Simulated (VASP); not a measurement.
Wanted: the native input for a VASP 6.6.1 run.

```yaml
Task: single point
Functional: PBE
Potentials_or_basis: VASP PAW PBE potentials, release 64 (Cu)
Cutoff: 520 eV
k_mesh: 6 × 6 × 6
Occupations: gaussian, width 0.1 eV
Spin: no spin polarisation
Dipole_correction: no
Further_INCAR_settings: ALGO = Fast; EDIFF = 1e-06; NBANDS = 24
```

The structure of Cu lies in POSCAR:

```
Cu
1.0
    3.5469184608      0.0000000000      0.0000000000
   -1.7734592304      3.0717214922      0.0000000000
    0.0000000000      0.0000000000      3.0234732012
Cu
3
Direct
    0.3333333333      0.6666666667      0.5000000000
    0.0000000000      0.0000000000      0.0000000000
    0.6666666667      0.3333333333      0.5000000000
```

The cell was built by a generator and needn't be a form met in nature.

One way to write it, as run:

INCAR

```
ALGO = Fast ; EDIFF = 1E-6
ENCUT = 520 ; GGA = PE
ISIF = 2 ; ISMEAR = 0
LASPH = True ; LCHARG = False
LREAL = False ; LWAVE = False
NBANDS = 24 ; NELM = 100
PREC = Accurate ; SIGMA = 0.1
```

KPOINTS

```
k-points
0
Gamma
  6 6 6
```

Potentials or basis: VASP PAW PBE potentials, release 64 (Cu).

Run with:

```console
$ cat potpaw_PBE.64/Cu/POTCAR > POTCAR
$ mpirun -np 1 vasp_std > vasp.out
```

Results of the run:

The pressure is 42.1 GPa and the band gap on the k mesh is none (metal or under the smearing width).

Caveat: a pressure of tens of GPa on the cell as given is suspect, and the run, the potentials or the cell itself is likely at fault.

Run time: 21 s on 1 thread of Intel(R) Xeon(R) Platinum 8488C (Sapphire Rapids), on a shared host, peak memory 0.15 GiB.
